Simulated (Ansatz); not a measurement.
Crystal: Pt.

```xyz
1
Lattice="0.0000 1.9609 1.9609 1.9609 0.0000 1.9609 1.9609 1.9609 0.0000" Properties=species:S:1:pos:R:3 pbc="T T T"
Pt    0.0000    0.0000    0.0000
```

```yaml
Program: Ansatz 0.2.0
Task: relaxation of cell and atoms
Functional: PBEsol
Dispersion: D4
Potentials_or_basis: Ansatz PAW
Cutoff: "420 eV (not typed: the program's choice for these potentials)"
k_mesh: 12 × 12 × 12
Occupations: fermi-dirac, width 0.05 eV
Spin: no spin polarisation
```

At the start: volume 15.08 Å³/atom.

How do energy, volume and symmetry change on relaxing?

It ends after 4 steps and the volume is 14.82 Å³/atom (-1.7 %); space group Fm-3m (No. 225, to 0.05 Å).

Step by step:
```tsv
step	energy change (eV)	largest force (eV/Å)	volume (Å³)
1	0.0000	0.0000	15.08
2	-0.0041	0.0000	14.84
3	-0.0041	0.0000	14.82
4	-0.0040	0.0000	14.82
```

Final structure:
```cif
data_structure
_symmetry_space_group_name_H-M 'P 1'
_symmetry_Int_Tables_number 1
_cell_length_a 2.7574
_cell_length_b 2.7574
_cell_length_c 2.7574
_cell_angle_alpha 60.000
_cell_angle_beta 60.000
_cell_angle_gamma 60.000
_cell_volume 14.82
loop_
_atom_site_label
_atom_site_type_symbol
_atom_site_fract_x
_atom_site_fract_y
_atom_site_fract_z
_atom_site_occupancy
Pt1 Pt 0.00000 0.00000 0.00000 1
```

Caveat: the plane-wave basis is chosen anew once the cell has moved, so the energies of steps on either side of that aren't comparable; pairwise dispersion overbinds metals, which lowers pressure and volume; the PAW data sets come from PBE, with cores solved anew for the run's functional, which leaves a small shift of forces and pressure.
